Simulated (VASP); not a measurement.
A run of VASP 6.6.1:

The input INCAR:

```
ALGO     = Normal         # electronic algorithm
EDIFF    = 1E-7           # SCF threshold, eV
EDIFFG   = -0.005         # ionic threshold
ENCUT    = 480            # plane-wave cutoff, eV
GGA      = PS             # functional
IBRION   = 2              # ionic algorithm
ISIF     = 3              # what is computed and relaxed
ISMEAR   = 0              # smearing method
LASPH    = True           # aspherical terms in the spheres
LCHARG   = False          # write CHGCAR
LREAL    = False          # projectors in reciprocal space
LWAVE    = False          # write WAVECAR
NELM     = 80             # most SCF steps
NSW      = 90             # ionic steps
PREC     = Accurate       # precision mode
SIGMA    = 0.1            # smearing width, eV
```

File KPOINTS:

```
k-points
0
Gamma
  12 12 12
```

File POSCAR:

```
Sr
1.0
    0.0000000000      3.0336031300      3.0336031300
    3.0336031300      0.0000000000      3.0336031300
    3.0336031300      3.0336031300      0.0000000000
Sr
1
Direct
    0.0000000000      0.0000000000      0.0000000000
```

Potentials or basis: VASP PAW PBE potentials, release 64 (Sr_sv).

The run is started by

```sh
$ cat potpaw_PBE.64/Sr_sv/POTCAR > POTCAR
$ mpirun -np 1 vasp_std > vasp.out
```

Hardware: 1 thread of Intel(R) Xeon(R) Platinum 8488C (Sapphire Rapids), on a shared host.

**Question.** How long does it take, and how much memory?

**Answer.** Wall time 49 s on 1 thread of Intel(R) Xeon(R) Platinum 8488C (Sapphire Rapids), with other jobs on the host, peak memory 0.2 GiB. Counts: scf iterations 41, k points 72, ion steps 4.
